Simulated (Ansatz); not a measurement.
Runs of Ansatz 0.2.0 on Mo. The structure is cubic, space group Im-3m (No. 229). The conventional cell has a = 3.168 Å, b = 3.168 Å, c = 3.168 Å, α = 90.00°, β = 90.00°, γ = 90.00°. Mo (site symmetry m-3m) is surrounded by 8 Mo at 2.74 Å. 

```csv
task,level,potentials or basis,spin,cell,k mesh,cutoff (eV),atoms under strain,points for each segment of the path,gap on the mesh (eV),pressure (GPa),V0 of scaled cells (Å³/atom),relaxed volume (Å³/atom),B0 (GPa)
relaxation of cell and atoms,BLYP,Ansatz PAW,off,relaxed,12 × 12 × 12,420,-,-,-,0.0,-,(b),-
elastic constants,r2SCAN,Ansatz PAW,off,as given,10 × 10 × 10,500,clamped,-,none,-4.3,-,-,-
equation of state,PBEsol,PseudoDojo PBEsol stringent,off,as given,12 × 12 × 12,1088,-,-,-,-,(a),-,283
band structure,BPBE,Ansatz PAW,off,as given,12 × 12 × 12,420,-,14,none,-2.1,-,-,-
equation of state,PBEsol,Ansatz PAW,"SOC, no magnetisation",as given,12 × 12 × 12,420,-,-,-,-,15.32,-,283
equation of state,RPBE+D4,Ansatz PAW,off,as given,12 × 12 × 12,420,-,-,-,-,15.35,-,(c)
relaxation of cell and atoms,r2SCAN+D3(BJ),Ansatz PAW,off,relaxed,12 × 12 × 12,500,-,-,none,0.0,-,15.43,-
```

Alike in all rows: smearing fermi-dirac 0.05 eV.

Problem. Fill in the values left out.

Solution. (a) 15.34; (b) 16.40; (c) 276.

Caveats: the PAW data sets come from PBE, with cores solved anew for the run's functional, which leaves a small shift of forces and pressure (some runs); the plane-wave basis is chosen anew once the cell has moved, so the energies of steps on either side of that aren't comparable (some runs); the cell is more than 3 GPa from zero pressure, which shifts response properties (some runs); elastic constants of metals need much finer meshes, so these are rough (some runs); the potentials were made for another functional, which shifts forces and pressure (some runs); pairwise dispersion overbinds metals, which lowers pressure and volume (some runs); the dispersion damping was fitted for another functional or another form of the correction (some runs).

A k mesh can miss the band edges, and rows without SOC leave out spin-orbit coupling on Mo.

A gap of «none» marks a metal or a gap under the smearing width.

Runs at the PBE level aren't shown here.
